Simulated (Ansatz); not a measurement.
## Several inputs for SnO2

Cell: a computed structure from the Materials Project (it need not be an observed phase).

```
Sn O
1.0
    -3.24890    3.41447    3.41402
     3.24890   -3.41447    3.41402
     3.24890    3.41447   -3.41402
Sn O
4 8
Direct
  0.99640 0.24640 0.75000
  0.00360 0.75360 0.25000
  0.50000 0.50000 0.50000
  0.50000 0.00000 0.00000
  0.19350 0.19623 0.50272
  0.69756 0.75406 0.94351
  0.19350 0.69078 0.99728
  0.31056 0.75406 0.55649
  0.68944 0.24594 0.44350
  0.30244 0.24594 0.05649
  0.80650 0.30922 0.00272
  0.80650 0.80377 0.49728
```

Sites (sets of like atoms) are named by element and the number of their first atom in this list.

Reference run. Level of theory: DFT, PBE, plane waves and PAW, scalar-relativistic, 420 eV cutoff, Γ-centred 5×5×5 k-points, Fermi–Dirac smearing 0.02 eV (Ansatz 0.2.0).

It gives V_zz (10²¹ V/m²) O -11.31 (η 0.13), Sn1 5.03 (η 0.97), among others. Each of these runs changes the input as listed (caps on SCF iterations aside):

A. basis.xc_grid: not typed → 2; scf.mixing.algorithm: not typed → msr1; scf.mixing.beta: not typed → 0.9
B. hamiltonian.xc: pbe → pbesol; scf.occupations.width: 0.02 → not typed; scf.occupations.method: fermi_dirac → tetrahedron

(1) How does each run end, and how far do the gradients move?

## Answers

(1) 

| run | O V_zz (η) | Sn1 V_zz (η) | largest change of a gradient tensor, all atoms | note |
| --- | --- | --- | --- | --- |
| A | -11.31 (0.13) | 5.03 (0.97) | 0.00 | converged |
| B | -11.24 (0.13) | 5.02 (0.97) | 0.07 | converged; another functional |

Run B moves them most, on O (V_zz from -11.30 to -11.23).

Run B changes hamiltonian.xc, scf.occupations together, so the table can't tell their shares apart.

On the reference run: Without spin–orbit coupling (the program notes it for Sn) the gradients can shift somewhat, as the gap is small.
